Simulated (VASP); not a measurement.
# CdS in VASP 6.6.1, single-point calculation

INCAR

```
PREC = Accurate
EDIFF = 1E-7
ENCUT = 520
NELM = 62
METAGGA = RSCAN
LCHARG = .FALSE.
NSW = 0
IBRION = -1
ISIF = 2
LASPH = .TRUE.
SIGMA = 0.02
NBANDS = 16
LWAVE = .FALSE.
ISMEAR = -1
LREAL = .FALSE.
```

KPOINTS

```
KPOINTS created by Atomic Simulation Environment
0
Gamma
8 8 8
0 0 0
```

POSCAR

```
Cd S
 1.0000000000000000
     0.0000000000000000    2.9098226945999999    2.9098226945999999
     2.9098226945999999    0.0000000000000000    2.9098226945999999
     2.9098226945999999    2.9098226945999999    0.0000000000000000
 Cd  S
   1   1
Cartesian
  0.0000000000000000  0.0000000000000000  0.0000000000000000
  1.4549113472999997  1.4549113472999997  1.4549113472999997
```

The recommended PBE PAW datasets give the neutral cell 18 valence electrons.

Command

```
mpirun -np 1 vasp_std
```

OSZICAR

```
N       E                     dE             d eps       ncg     rms          rms(c)
DAV:   1     0.628125622336E+02    0.62813E+02   -0.91514E+03   944   0.104E+03
DAV:   2    -0.504325716867E+02   -0.11325E+03   -0.10689E+03  1128   0.261E+02
DAV:   3    -0.545722375017E+02   -0.41397E+01   -0.41328E+01  1232   0.519E+01
DAV:   4    -0.545946965771E+02   -0.22459E-01   -0.22458E-01  1128   0.375E+00
DAV:   5    -0.545949892548E+02   -0.29268E-03   -0.29268E-03  1192   0.404E-01    0.795E+00
DAV:   6    -0.497472872013E+02    0.48477E+01   -0.28765E+00   968   0.251E+01    0.914E+00
DAV:   7    -0.497123135182E+02    0.34974E-01   -0.28685E-01  1152   0.540E+00    0.559E+00
DAV:   8    -0.497244631907E+02   -0.12150E-01   -0.56206E-02  1136   0.259E+00    0.128E+00
DAV:   9    -0.497277939559E+02   -0.33308E-02   -0.48209E-03  1192   0.606E-01    0.157E-01
DAV:  10    -0.497280029400E+02   -0.20898E-03   -0.21231E-03  1128   0.456E-01    0.175E-01
DAV:  11    -0.497279354789E+02    0.67461E-04   -0.12267E-04  1088   0.155E-01    0.112E-01
DAV:  12    -0.497279098992E+02    0.25580E-04   -0.13595E-04  1160   0.130E-01    0.448E-02
DAV:  13    -0.497279098846E+02    0.14576E-07   -0.32493E-06  1176   0.155E-02    0.742E-03
DAV:  14    -0.497279095626E+02    0.32209E-06   -0.18554E-07  1048   0.473E-03    0.240E-03
DAV:  15    -0.497279095166E+02    0.45956E-07   -0.16072E-08   624   0.101E-03
   1 F= -.49727910E+02 E0= -.49727910E+02  d E =-.525622E-12
```

From OUTCAR

```
k-points           NKPTS =     29   k-points in BZ     NKDIM =     29   number of bands    NBANDS=     16

   NELECT =      18.0000    total number of electrons

   dimension x,y,z NGX =    32 NGY =   32 NGZ =   32
   dimension x,y,z NGXF=    64 NGYF=   64 NGZF=   64

  energy-cutoff  :      520.00
  volume of cell :       49.28
      direct lattice vectors                 reciprocal lattice vectors
     0.000000000  2.909822695  2.909822695    -0.171831775  0.171831775  0.171831775
     2.909822695  0.000000000  2.909822695     0.171831775 -0.171831775  0.171831775
     2.909822695  2.909822695  0.000000000     0.171831775  0.171831775 -0.171831775

 k-points in reciprocal lattice and weights: KPOINTS created by Atomic Simulation Env
   0.00000000  0.00000000  0.00000000       0.002
   0.12500000  0.00000000  0.00000000       0.016
   0.25000000  0.00000000  0.00000000       0.016
   0.37500000  0.00000000  0.00000000       0.016
   0.50000000  0.00000000  0.00000000       0.008
   0.12500000  0.12500000  0.00000000       0.012
   0.25000000  0.12500000  0.00000000       0.047
   0.37500000  0.12500000  0.00000000       0.047
   ...

 E-fermi :   1.5125

 k-point     1 :       0.0000    0.0000    0.0000
  band No.  band energies     occupation
      1     -11.8504      2.00000
      2      -6.9558      2.00000
      3      -6.9558      2.00000
      4      -6.9558      2.00000
      5      -6.4354      2.00000
      6      -6.4354      2.00000
      7       1.0503      2.00000
      8       1.0503      2.00000
      9       1.0503      2.00000
     10       2.6318      0.00000
     11       8.1216      0.00000
     12       8.1216      0.00000
     13       8.1216      0.00000
     14      13.0405      0.00000
     15      13.0769      0.00000
     16      13.0769      0.00000

 k-point     2 :       0.1250    0.0000    0.0000
  band No.  band energies     occupation
      1     -11.7870      2.00000
      2      -6.9319      2.00000
      3      -6.9319      2.00000
      4      -6.8973      2.00000
      5      -6.4364      2.00000
      6      -6.4364      2.00000
      7       0.0607      2.00000
      8       0.9251      2.00000
      9       0.9251      2.00000
     10       3.4365      0.00000
     11       7.8286      0.00000
     12       8.3288      0.00000
     13       8.3288      0.00000
     14      12.4323      0.00000
     15      12.4323      0.00000
     16      13.5879      0.00000

 k-point     3 :       0.2500    0.0000    0.0000
  band No.  band energies     occupation
      1     -11.6331      2.00000
      2      -6.8796      2.00000
      3      -6.8796      2.00000
      4      -6.6906      2.00000
      5      -6.4308      2.00000
      6      -6.4308      2.00000
      7      -1.4622      2.00000
      8       0.6422      2.00000
      9       0.6422      2.00000
     10       4.2787      0.00000
     11       7.7963      0.00000
     12       8.6267      0.00000
     13       8.6267      0.00000
     14      12.1979      0.00000
     15      12.1979      0.00000
     16      12.8168      0.00000

 ...

  Total        0.6290260      0.6290260      0.6290260      0.0000000     -0.0000000     -0.0000000
  in kB       20.4526500     20.4526500     20.4526500      0.0000000     -0.0000000     -0.0000000
  external PRESSURE =      20.4526500 kB  Pullay stress =       0.0000000 kB

 POSITION                                       TOTAL-FORCE (eV/Angst)
 -----------------------------------------------------------------------------------
      0.00000      0.00000      0.00000        -0.000000     -0.000000     -0.000000
      1.45491      1.45491      1.45491         0.000000      0.000000      0.000000
 -----------------------------------------------------------------------------------
    total drift:                               -0.000002     -0.000002     -0.000002

  FREE ENERGIE OF THE ION-ELECTRON SYSTEM (eV)
  ---------------------------------------------------
  free  energy   TOTEN  =       -49.7279095166 eV

  energy  without entropy=      -49.7279095166  energy(sigma->0) =      -49.72790952
```

It converged. Results: gap between bands v and c on the k mesh 1.58 eV; least direct gap on the k mesh 1.58 eV; pressure 2.0 GPa. Band v is the last that the valence electrons fill when counted band by band, and c is the next.

For comparison, a separate PBE run of the intended cell, on usual settings and not on those above, gives a gap of 1.16 eV on its mesh and a pressure of 3.7 GPa.

The run above took about 48 s on one core of a shared host (Intel Xeon Platinum 8488C) and held 0.19 GiB at most.
